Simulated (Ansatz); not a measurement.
**C5H8 (singlet): the correlation ladder, cc-pVDZ**

One table from this session's results is given with a row withheld; the runs are named, their logs left out.

Computed with Ansatz 0.2.0, Gaussian basis. Level: cc-pVDZ, core rule «outside noble gas», up to 5 orbitals frozen.

The runs, in order: UHF; CCSD(T) on RHF; BCCD(T) on RHF; CISD; CCSDT(Q) on RHF; CASSCF and MRCISD+Q, 8 electrons in 8 orbitals; CASSCF and NEVPT2, 8 electrons in 8 orbitals.

21 further runs of the same task are left out: 3 that didn't finish, 18 set aside as unsound or not needed.

### What is computed

The geometry is an MP2(full)/6-31G* stationary point (not a proven minimum).

13 atoms, charge 0, spin multiplicity 1.

Atoms are counted from 1 here; the program's logs count them from 0.

Bond lengths: C1–C2 1.477 Å, C1–C3 1.477 Å, C1–C4 1.477 Å, C1–C5 1.477 Å, C2–C3 1.524 Å, C2–H6 1.086 Å, C2–H7 1.086 Å, C3–H8 1.086 Å, C3–H9 1.086 Å, C4–C5 1.524 Å, C4–H10 1.086 Å, C4–H11 1.086 Å, C5–H12 1.086 Å, C5–H13 1.086 Å. Angles: C2–C1–C3 62.1°, C2–C1–C4 137.2°, C2–C1–C5 137.2°, C3–C1–C4 137.2°, C3–C1–C5 137.2°, C4–C1–C5 62.1°, C1–C2–C3 59.0°, C1–C2–H6 118.5°, C1–C2–H7 118.5°, C3–C2–H6 117.6°, C3–C2–H7 117.6°, H6–C2–H7 114.6°, C1–C3–C2 59.0°, C1–C3–H8 118.5°, C1–C3–H9 118.5°, C2–C3–H8 117.6°, C2–C3–H9 117.6°, H8–C3–H9 114.6° and more.

Set-up of the first run:

File in.yaml:

```yaml
crystal:
  periodic: [false, false, false]
  atoms:
    - {symbol: C, position_ang: [0.000000, 0.000000, 0.000000]}
    - {symbol: C, position_ang: [0.000000, 0.762014, 1.265752]}
    - {symbol: C, position_ang: [0.000000, -0.762014, 1.265752]}
    - {symbol: C, position_ang: [0.762014, 0.000000, -1.265752]}
    - {symbol: C, position_ang: [-0.762014, 0.000000, -1.265752]}
    - {symbol: H, position_ang: [-0.914023, 1.265075, 1.568090]}
    - {symbol: H, position_ang: [0.914023, 1.265075, 1.568090]}
    - {symbol: H, position_ang: [-0.914023, -1.265075, 1.568090]}
    - {symbol: H, position_ang: [0.914023, -1.265075, 1.568090]}
    - {symbol: H, position_ang: [1.265075, -0.914023, -1.568090]}
    - {symbol: H, position_ang: [1.265075, 0.914023, -1.568090]}
    - {symbol: H, position_ang: [-1.265075, -0.914023, -1.568090]}
    - {symbol: H, position_ang: [-1.265075, 0.914023, -1.568090]}
basis:
  gaussian: {orbitals: cc-pVDZ}
magnetization: {spin_polarized: true, initial_magnetization: 0}
hamiltonian: {xc: hf}
output: {orbitals: {seedname: orbitals}}
```

Run with:

```sh
$ ansatz run in.yaml --threads 1 --pin off --events-out ev --progress --plain --max-ram 3956MiB --backend cpu
```

Among the steps run: UHF; CCSD(T) on RHF; BCCD(T) on RHF; CISD; CCSDT(Q) on RHF; CASSCF and MRCISD+Q, 8 electrons in 8 orbitals; CASSCF and NEVPT2, 8 electrons in 8 orbitals.

One of the session's tables, all rows but one given; the rest of the session is left out.

It belongs to the step «Misses and costs». 

| method | from RCCSDT(Q) (kcal/mol) |
| --- | --- |
| RHF | +482.94 |
| RMP2 | +49.89 |
| CISD | +96.24 |
| RCCSD | +17.16 |
| RCCSD(T) | +1.45 |
| BCCD(T) | +1.40 |
| RCCSDT | +1.03 |
| RCCSDT(Q) | 0 |
| CASSCF frontier | +431.44 |
| NEVPT2 frontier | ? |
| MRCISD frontier | +79.25 |
| MRCISD+Q frontier | +17.34 |

Estimate the missing values for NEVPT2 frontier.

**Answer.** from RCCSDT(Q) (kcal/mol): +61.62. In the column «from RCCSDT(Q) (kcal/mol)» it lies between RMP2 (+49.89) and MRCISD frontier (+79.25).
